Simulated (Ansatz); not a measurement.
**Computed properties of PbSe**

```
Pb Se
1.0
     0.00000    3.06215    3.06215
     3.06215    0.00000    3.06215
     3.06215    3.06215    0.00000
Pb Se
1 1
Direct
  0.00000 0.00000 0.00000
  0.50000 0.50000 0.50000
```

Atom numbers follow the list: Pb1, Se2.

The cell is COD entry 9008695, as deposited and not checked against the literature; nothing was relaxed.

No spin–orbit coupling, which matters for the heavy atoms here.

Levels of theory: DFT, PBE, all-electron LAPW, scalar-relativistic (Ansatz 0.2.0); DFT, PBE, PAW with Ansatz's default frozen-core files, scalar-relativistic (Ansatz 0.2.0).

For LAPW: a Γ-centred 9×9×9 k mesh, Fermi–Dirac smearing of 0.01 eV, basis error target 0.25 meV/atom, no spin polarisation. PAW takes a cutoff of 420 eV at this cell. The Ansatz runs share mesh, smearing and spin set-up. Values come from LAPW unless marked.

```json
{
  "Band gap": "0.29 eV, direct at L (0.5, 0.5, 0.5) (so small a gap may close at points that the mesh and path miss)",
  "Volume per atom": "28.71 Å³"
}
```

Question: Give the computed value. Löwdin charges (with 0.04 e of the cell spilling out of the atomic basis, so their sizes and signs hang on that basis).

Answer: Pb1 0.38, Se2 -0.34 e.

Question: Bader charges (from the PAW run): what does the calculation give?

Answer: Pb1 +0.87, Se2 -0.87 e.

Question: Give the computed value. Pressure at this cell.

Answer: 23.3 kbar.
